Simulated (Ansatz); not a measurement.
# Zn (Fm-3m) in Ansatz: further runs

The runs below take Zn through band structure, single point, with PBEsol.

Program: Ansatz 0.2.0. These are calculated values, not measurements. Logs are shortened: lines on timing, memory, paths and dates and some standing lists are left out, and cuts for length are marked.

## Step 1: Starting point

It takes space group Fm-3m (No. 225, cubic). The conventional cell has a = 3.930 Å, b = 3.930 Å, c = 3.930 Å, α = 90.00°, β = 90.00°, γ = 90.00°. Zn (site symmetry m-3m) has 12 Zn at 2.78 Å as nearest neighbours.

This isn't the form of Zn at room conditions, which is hcp.

## Step 2: Band structure, PBEsol

Contents of input.yaml:

```yaml
crystal:
  lattice:
    - [0.0, 1.964776, 1.964776]
    - [1.964776, 0.0, 1.964776]
    - [1.964776, 1.964776, 0.0]
  atoms:
    - { symbol: Zn, position: [0.0, 0.0, 0.0] }
kpoints:
  mp_grid: { grid: [12, 12, 12] }
  band_path:
    path:
      - [0.0, 0.0, 0.0]
      - [0.5, 0.0, 0.5]
      - [0.5, 0.25, 0.75]
      - [0.375, 0.375, 0.75]
      - [0.0, 0.0, 0.0]
      - [0.5, 0.5, 0.5]
      - [0.625, 0.25, 0.625]
      - [0.5, 0.25, 0.75]
    npoints: 10
scf:
  occupations: { method: fermi_dirac, width: 0.05 }
hamiltonian:
  xc: pbesol
  pseudopotentials:
    kind: all_electron
    lapw: { basis_error: 0.001 }
    dirac_shells: { Zn: ["2p"] }
output:
  forces: true
  stress: true
  eigenvalues: true
```

Potentials or basis: all-electron LAPW, inner shells corrected to Dirac's equation.

Launch:

```
$ ansatz run input.yaml --threads 1 --pin off --max-ram 3072MiB --backend cpu --events-out ev --progress --plain --runs-dir out
```

What it wrote:

```text
Warning: RAYON_NUM_THREADS=1 ignored (pool sized by the plan → 1); use --threads N
LAPW: plane waves up to 7.931 Å⁻¹, error target 1.0e-3 eV per atom; small_component_spin mean_spin; Zn in spheres of 1.389 Å, 20 of its electrons in bands, Dirac shells [2p] (how accurate: hamiltonian.pseudopotentials.lapw.basis_error, Limitations)
Engine: ansatz 0.2.0, aarch64-unknown-linux-gnu
Pseudopotentials: kind: all_electron
Pseudopotential: Zn, LAPW, valence charge 20, lapw/all_electron/scalar/gaussian/Zn, Koelling and Harmon's equation with Dirac's for 2p, gaussian nucleus
Functional definition: PBEsol
  exchange = pbesol_x
  correlation = pbesol_c
Crystal: 1 atoms, lattice volume = 15.169 Å³
Basis set: ecut = 239.6513811378557 eV, 137 PW (Γ), exchange–correlation at level 2
Bands: 14, of which v1, the nominal top of the filled ones, is band 10 counted from 1 (9 counted from 0)
Symmetry: 48 space group operations
Space group: Fm-3m (ITA 225), of the structure as read, at distance tolerance 2.5e-5 Å
k-points: 72 of 1728
Non-local potential: Zn, projectors of the file, none
Initial density: superposition of atomic densities (chi_scale 0.1, normalization cell)
Initial wavefunctions: plane waves of lowest kinetic energy (no species holds an atomic orbital)
Functional: x = pbesol(κ = 0.804, μ = 0.12345679012345678), c = pbesol(β = 0.046)
iter 1 solved again at ethr=9.53e-5 eV; its pass at ethr=1.00e-1 eV (dr2=1.91e-2 eV) is discarded
SCF iter   1: F=—  HF=-48836.543187 eV  |F-HF|=—  |Δ(HF+E_count)|=         —  Δρ=1.54e-2  dr2=1.92e-2  ethr=9.53e-5  ⟨swp⟩=3.2  Hψ=7087  notcnv=0
preconditioner: auto → none  [metal: Δε(μ)=0.139 eV  Ē_g=16.280 eV  σ=0.050 eV  W_gap=0.46  n_scr=8 (ndim 8)  ℏωp=33.0 eV  f_vac=0.000  D(μ)=0.35/eV (n_scr^D=0)  sad-step TF]
SCF iter   2: F=—  HF=-48836.486846 eV  |F-HF|=—  |Δ(HF+E_count)|=   5.63e-2  Δρ=5.01e-3  dr2=2.63e-3  ethr=9.53e-5  ⟨swp⟩=2.3  Hψ=3199  notcnv=0
SCF iter   3: F=—  HF=-48836.420971 eV  |F-HF|=—  |Δ(HF+E_count)|=   6.59e-2  Δρ=5.23e-3  dr2=2.42e-3  ethr=1.31e-5  ⟨swp⟩=2.6  Hψ=2998  notcnv=0
iter 4 solved again at ethr=3.50e-7 eV; its pass at ethr=1.21e-5 eV (dr2=7.00e-5 eV) is discarded
SCF iter   4: F=—  HF=-48836.418175 eV  |F-HF|=—  |Δ(HF+E_count)|=   2.80e-3  Δρ=8.67e-4  dr2=7.02e-5  ethr=3.50e-7  ⟨swp⟩=2.0  Hψ=4905  notcnv=0
SCF iter   5: F=—  HF=-48836.418189 eV  |F-HF|=—  |Δ(HF+E_count)|=   1.47e-5  Δρ=2.59e-5  dr2=6.58e-8  ethr=3.50e-7  ⟨swp⟩=2.0  Hψ=2881  notcnv=0
SCF iter   6: F=—  HF=-48836.418185 eV  |F-HF|=—  |Δ(HF+E_count)|=   4.73e-6  Δρ=2.98e-6  dr2=9.99e-10  ethr=3.29e-10  ⟨swp⟩=3.0  Hψ=3263  notcnv=0
SCF iter   7: F=-48836.418185 eV  HF=-48836.418185 eV  |F-HF|=7.28e-11  |Δ(HF+E_count)|=   4.29e-8  Δρ=1.28e-7  dr2=1.14e-12  ethr=5.00e-12  ⟨swp⟩=3.0  Hψ=3213  notcnv=0
SCF 1 converged in 7 iterations: F = -48836.418185 eV  dr2 = 1.14e-12
NSCF: frozen V_eff on 71 k-points
SCF converged after 7 iterations
Free energy (F): -48836.418185 eV
Harris-Foulkes:  -48836.418185 eV  (|F-HF|=7.28e-11)
Internal energy: -48836.414846 eV  (E = F + TS)
E sigma→0 (E₀):  -48836.416515 eV
Entropy (-TS):   -0.003339 eV (-3.339 meV/atom)
Fermi energy:    13.653454 eV
--- Per-component energies (eV) ---
  E_band       = -542.931600
  E_kinetic    = 49734.667653
  E_xc         = -1911.251862
  E_electrostatic = -96659.830637  (all electrons and nuclei)
  E_smearing   = -0.003339  (= −TS)
  E_closure    = 0.000000  (closes the sum)
  E_atoms      = -48834.887529  (free atoms, spherical and without spin; not in F)
  Σ components = -48836.418185   (vs F -48836.418185, Δ=0.00e0)
  Basis errors (estimates in eV, not in F): energy 2.0e-4 per atom: plane waves 2.0e-4 (1.0e-4 summed), levels above the bands 3.7e-117, relativity 7.8e-9, radial functions 3.1e-6, core shells 1.9e-13; eigenvalues (radial functions only) 1.1e-4; not estimated: angular momenta, meshes, grids; target (lapw.basis_error) 1.0e-3; muffin-tin radii Zn 1.389 Å
--- Forces (eV/Å), atoms counted from 1 ---
  atom   1  Zn    -0.00000000    -0.00000000    -0.00000000
  max |Σ_I F_I| component: 1.34e-32 eV/Å
--- Stress (GPa, compression-positive) ---
       -5.168206      -0.000000       0.000000
       -0.000000      -5.168206       0.000000
        0.000000       0.000000      -5.168206
  P = ⅓ Tr σ = -5.1682 GPa (-51.682 kbar)
--- Band table (eV; the first three rows and the last of 72) ---
  k-point 0: bands = ["-112.3897", "-66.6949", "-66.6949", "-66.6949", "3.3390", "6.1457", "6.1457", "6.1457", "6.5303", "6.5303", "31.8798", "31.8798", "31.8798", "32.2812"]
  k-point 1: bands = ["-112.3896", "-66.6964", "-66.6952", "-66.6952", "3.5481", "6.1291", "6.1691", "6.1691", "6.5239", "6.5239", "28.7910", "31.2677", "31.2677", "32.1054"]
  k-point 2: bands = ["-112.3892", "-66.7004", "-66.6958", "-66.6958", "4.1496", "6.1118", "6.2156", "6.2156", "6.5252", "6.5252", "24.7771", "30.3530", "30.3530", "31.9110"]
  k-point 71: bands = ["-112.3870", "-66.7097", "-66.7097", "-66.7037", "5.7992", "6.0444", "6.0444", "6.5527", "6.8883", "15.9441", "15.9441", "16.7829", "17.7381", "35.2275"]
```

It took 5.3 s on 1 thread of Arm Neoverse V2, shared host; peak memory 0.24 GiB.

Results:

| Item | Value |
| --- | --- |
| Free energy | -48836.4182 eV |
| Pressure | -5.2 GPa |
| Band gap along the path | none (metal or under the smearing width) |

Levels at the corners of the path, in eV from the Fermi level:
| point | band 6 | band 7 | band 8 | band 9 | band 10 | band 11 | band 12 | band 13 | band 14 |
| --- | --- | --- | --- | --- | --- | --- | --- | --- | --- |
| Γ | -7.51 | -7.51 | -7.51 | -7.12 | -7.12 | 18.23 | 18.23 | 18.23 | 18.63 |
| X | -8.12 | -6.85 | -6.77 | -6.77 | -0.96 | 1.78 | 8.42 | 8.42 | 12.07 |
| W | -7.61 | -7.61 | -7.10 | -6.77 | 2.29 | 2.29 | 3.13 | 4.08 | 21.57 |
| K | -7.82 | -7.21 | -7.03 | -6.86 | 0.80 | 1.60 | 2.70 | 9.95 | 13.44 |
| Γ | -7.51 | -7.51 | -7.51 | -7.12 | -7.12 | 18.23 | 18.23 | 18.23 | 18.63 |
| L | -7.51 | -7.51 | -6.84 | -6.84 | -2.86 | -1.32 | 15.21 | 15.21 | 17.24 |
| U | -7.82 | -7.21 | -7.03 | -6.86 | 0.80 | 1.60 | 2.70 | 9.95 | 13.44 |
| W | -7.61 | -7.61 | -7.10 | -6.77 | 2.29 | 2.29 | 3.13 | 4.08 | 21.57 |

## Step 3: Single point, PBEsol, 14.56 Å³/atom (strain_z = -0.04)

Contents of input.yaml:

```yaml
crystal:
  lattice:
    - [0.0, 1.964776, 1.88618496]
    - [1.964776, 0.0, 1.88618496]
    - [1.964776, 1.964776, 0.0]
  atoms:
    - { symbol: Zn, position: [0.0, 0.0, 0.0] }
kpoints:
  mp_grid: { grid: [12, 12, 12] }
scf:
  occupations: { method: fermi_dirac, width: 0.05 }
hamiltonian:
  xc: pbesol
  pseudopotentials: { kind: all_electron, lapw: { basis_error: 0.001 } }
output:
  forces: true
  stress: true
  eigenvalues: true
```

Potentials or basis: all-electron LAPW, scalar-relativistic.

Launch:

```
$ ansatz run input.yaml --threads 1 --pin off --max-ram 3072MiB --backend cpu --events-out ev --progress --plain --runs-dir out
```

Wall time 8.8 s (1 thread of Arm Neoverse V2, shared host); peak memory 0.3 GiB.

It converged, with:

```
Free energy            : -48834.8762 eV
Pressure               : -2.3 GPa
Band gap on the k mesh : none (metal or under the smearing width)
```

## Step 4: Single point, PBEsol, 14.87 Å³/atom (strain_z = -0.02)

input.yaml: that of step 3 with these lines changed.

```diff
@@ -2,4 +2,4 @@
   lattice:
-    - [0.0, 1.964776, 1.88618496]
-    - [1.964776, 0.0, 1.88618496]
+    - [0.0, 1.964776, 1.92548048]
+    - [1.964776, 0.0, 1.92548048]
     - [1.964776, 1.964776, 0.0]
```

Launch:

```
$ ansatz run input.yaml --threads 1 --pin off --max-ram 3072MiB --backend cpu --events-out ev --progress --plain --runs-dir out
```

Run time: 8.9 s. Hardware: 1 thread of Arm Neoverse V2, shared host; peak memory 0.29 GiB.

Results (log left out):

```yaml
Free_energy: -48834.8710 eV
Pressure: -3.8 GPa
Band_gap_on_the_k_mesh: none (metal or under the smearing width)
```

## Step 5: Single point, PBEsol, 14.26 Å³/atom (volume scaled by 0.94)

Contents of input.yaml:

```yaml
crystal:
  lattice:
    - [0.0, 1.9246672763, 1.9246672763]
    - [1.9246672763, 0.0, 1.9246672763]
    - [1.9246672763, 1.9246672763, 0.0]
  atoms:
    - { symbol: Zn, position: [0.0, 0.0, 0.0] }
kpoints:
  mp_grid: { grid: [12, 12, 12] }
scf:
  occupations: { method: fermi_dirac, width: 0.05 }
hamiltonian:
  xc: pbesol
  pseudopotentials: { kind: all_electron, lapw: { basis_error: 0.0005 } }
output:
  forces: true
  stress: true
  eigenvalues: true
```

Launch:

```
$ ansatz run input.yaml --threads 1 --pin off --max-ram 3072MiB --backend cpu --events-out ev --progress --plain --runs-dir out
```

It took 4.4 s on 1 thread of Intel Xeon Platinum 8488C (Sapphire Rapids), shared host; peak memory 0.3 GiB.

It converged, with:

```yaml
Free_energy: -48834.8810 eV
Pressure: -0.9 GPa
Band_gap_on_the_k_mesh: none (metal or under the smearing width)
```

## Step 6: Single point, PBEsol, 14.56 Å³/atom (volume scaled by 0.96)

input.yaml: that of step 5 with these lines changed.

```diff
@@ -2,5 +2,5 @@
   lattice:
-    - [0.0, 1.9246672763, 1.9246672763]
-    - [1.9246672763, 0.0, 1.9246672763]
-    - [1.9246672763, 1.9246672763, 0.0]
+    - [0.0, 1.9382217178, 1.9382217178]
+    - [1.9382217178, 0.0, 1.9382217178]
+    - [1.9382217178, 1.9382217178, 0.0]
   atoms:
```

Potentials or basis: all-electron LAPW, scalar-relativistic.

Launch:

```
$ ansatz run input.yaml --threads 1 --pin off --max-ram 3072MiB --backend cpu --events-out ev --progress --plain --runs-dir out
```

Run time: 4.3 s. Hardware: 1 thread of Intel Xeon Platinum 8488C (Sapphire Rapids), shared host; peak memory 0.3 GiB.

The run converged. Its results:

| Item | Value |
| --- | --- |
| Free energy | -48834.8778 eV |
| Pressure | -2.5 GPa |
| Band gap on the k mesh | none (metal or under the smearing width) |

## Step 7: Single point, PBEsol, 14.87 Å³/atom (volume scaled by 0.98)

input.yaml: that of step 6 with these lines changed.

```diff
@@ -2,5 +2,5 @@
   lattice:
-    - [0.0, 1.9382217178, 1.9382217178]
-    - [1.9382217178, 0.0, 1.9382217178]
-    - [1.9382217178, 1.9382217178, 0.0]
+    - [0.0, 1.9515891866, 1.9515891866]
+    - [1.9515891866, 0.0, 1.9515891866]
+    - [1.9515891866, 1.9515891866, 0.0]
   atoms:
```

Launch:

```
$ ansatz run input.yaml --threads 1 --pin off --max-ram 3072MiB --backend cpu --events-out ev --progress --plain --runs-dir out
```

Run time: 4.3 s. Hardware: 1 thread of Intel Xeon Platinum 8488C (Sapphire Rapids), shared host; peak memory 0.3 GiB.

It converged, with:

* Free energy: -48834.8716 eV
* Pressure: -3.9 GPa
* Band gap on the k mesh: none (metal or under the smearing width)

## Step 8: Single point, PBEsol, 15.17 Å³/atom

input.yaml: that of step 7 with these lines changed.

```diff
@@ -2,5 +2,5 @@
   lattice:
-    - [0.0, 1.9515891866, 1.9515891866]
-    - [1.9515891866, 0.0, 1.9515891866]
-    - [1.9515891866, 1.9515891866, 0.0]
+    - [0.0, 1.964776, 1.964776]
+    - [1.964776, 0.0, 1.964776]
+    - [1.964776, 1.964776, 0.0]
   atoms:
```

Launch:

```
$ ansatz run input.yaml --threads 1 --pin off --max-ram 3072MiB --backend cpu --events-out ev --progress --plain --runs-dir out
```

Wall time 4.2 s (1 thread of Intel Xeon Platinum 8488C (Sapphire Rapids), shared host); peak memory 0.3 GiB.

Results (log left out):

```yaml
Free_energy: -48834.8629 eV
Pressure: -5.2 GPa
Band_gap_on_the_k_mesh: none (metal or under the smearing width)
```

## Step 9: Single point, PBEsol, 15.47 Å³/atom (volume scaled by 1.02)

input.yaml: that of step 8 with these lines changed.

```diff
@@ -2,5 +2,5 @@
   lattice:
-    - [0.0, 1.964776, 1.964776]
-    - [1.964776, 0.0, 1.964776]
-    - [1.964776, 1.964776, 0.0]
+    - [0.0, 1.9777881408, 1.9777881408]
+    - [1.9777881408, 0.0, 1.9777881408]
+    - [1.9777881408, 1.9777881408, 0.0]
   atoms:
```

Potentials or basis: all-electron LAPW, scalar-relativistic.

Launch:

```
$ ansatz run input.yaml --threads 1 --pin off --max-ram 3072MiB --backend cpu --events-out ev --progress --plain --runs-dir out
```

Run time: 5 s. Hardware: 1 thread of Intel Xeon Platinum 8488C (Sapphire Rapids), shared host; peak memory 0.31 GiB.

It converged, with:

- Free energy: -48834.8521 eV
- Pressure: -6.2 GPa
- Band gap on the k mesh: none (metal or under the smearing width)

## Step 10: Single point, PBEsol, 15.78 Å³/atom (volume scaled by 1.04)

input.yaml: that of step 9 with these lines changed.

```diff
@@ -2,5 +2,5 @@
   lattice:
-    - [0.0, 1.9777881408, 1.9777881408]
-    - [1.9777881408, 0.0, 1.9777881408]
-    - [1.9777881408, 1.9777881408, 0.0]
+    - [0.0, 1.9906312808, 1.9906312808]
+    - [1.9906312808, 0.0, 1.9906312808]
+    - [1.9906312808, 1.9906312808, 0.0]
   atoms:
```

Launch:

```
$ ansatz run input.yaml --threads 1 --pin off --max-ram 3072MiB --backend cpu --events-out ev --progress --plain --runs-dir out
```

Run time: 4.3 s. Hardware: 1 thread of Intel Xeon Platinum 8488C (Sapphire Rapids), shared host; peak memory 0.3 GiB.

It converged, with:

| Property | Result |
| --- | --- |
| Free energy | -48834.8394 eV |
| Pressure | -7.2 GPa |
| Band gap on the k mesh | none (metal or under the smearing width) |

## Step 11: Single point, PBEsol, 16.08 Å³/atom (volume scaled by 1.06)

input.yaml: that of step 10 with these lines changed.

```diff
@@ -2,5 +2,5 @@
   lattice:
-    - [0.0, 1.9906312808, 1.9906312808]
-    - [1.9906312808, 0.0, 1.9906312808]
-    - [1.9906312808, 1.9906312808, 0.0]
+    - [0.0, 2.0033108028, 2.0033108028]
+    - [2.0033108028, 0.0, 2.0033108028]
+    - [2.0033108028, 2.0033108028, 0.0]
   atoms:
```

Launch:

```
$ ansatz run input.yaml --threads 1 --pin off --max-ram 3072MiB --backend cpu --events-out ev --progress --plain --runs-dir out
```

Run time: 3.6 s. Hardware: 1 thread of Intel Xeon Platinum 8488C (Sapphire Rapids), shared host; peak memory 0.3 GiB.

It converged, with:

```yaml
Free_energy: -48834.8250 eV
Pressure: -8.0 GPa
Band_gap_on_the_k_mesh: none (metal or under the smearing width)
```
